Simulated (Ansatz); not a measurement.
Computed with DFT PBE, scalar-relativistic, plane waves, PAW (Ansatz). All cells share a 420 eV cutoff and Γ-centred k meshes spaced at most about 0.3 Å⁻¹ (2π included). No spin polarisation in the final relaxations.

These are static total energies at zero pressure. All come from trial cells, and lower structures may exist. The sheets are periodic along a and b; c holds vacuum.

Task: Order these relaxed structures of ZnS by energy, lowest first, with the energy over the lowest of them.
A.

```
Zn S
1.0
     6.79420   -0.00616    0.00000
     0.00356    3.92325    0.00000
     0.00000    0.00000   29.37246
Zn S
4 4
Cartesian
  1.9837 2.9406 7.4694
  5.3788 0.9759 7.4691
  3.1157 0.9781 9.5309
  6.5144 2.9366 9.5306
  6.5128 2.9364 6.9405
  3.1139 0.9779 6.9404
  1.9853 2.9407 10.0595
  5.3806 0.9760 10.0596
```

B.

```
Zn S
1.0
     3.50545    0.00000    0.00000
     0.00000    3.50545    0.00000
     0.00000    0.00000   29.37246
Zn S
2 2
Direct
  0.50000 0.00000 0.25509
  0.00000 0.50000 0.32368
  0.00000 0.50000 0.24071
  0.50000 0.00000 0.33806
```

C.

```
Zn S
1.0
     5.93313    0.00000    0.00000
     0.00000    3.99562    0.00000
     0.00000    0.00000   26.50465
Zn S
1 1
Direct
  0.00000 0.50000 0.28777
  0.00000 0.00000 0.31590
```

Result: A (0 meV/atom), B (222 meV/atom), C (638 meV/atom). Forms: A p-3m1; B p4/nmm; C pmm2. Counting S atoms around Zn (those within 1.25 times the shortest such distance or 1.15 times the sum of covalent radii; a plus sign parts nearer from farther groups): A has Zn 3+1; B has Zn 5; C has Zn 2.

No dispersion correction is applied, so the spacing and binding between layers, chains or molecules are poorly described (pmm2), and this can change margins and order among such cells. Cells relaxed within their symmetry can be saddle points. The p-3m1 cell of ZnS came from shaking the p4/nmm one. Some candidate types were left out of the draw beforehand, so a known form may be missing.
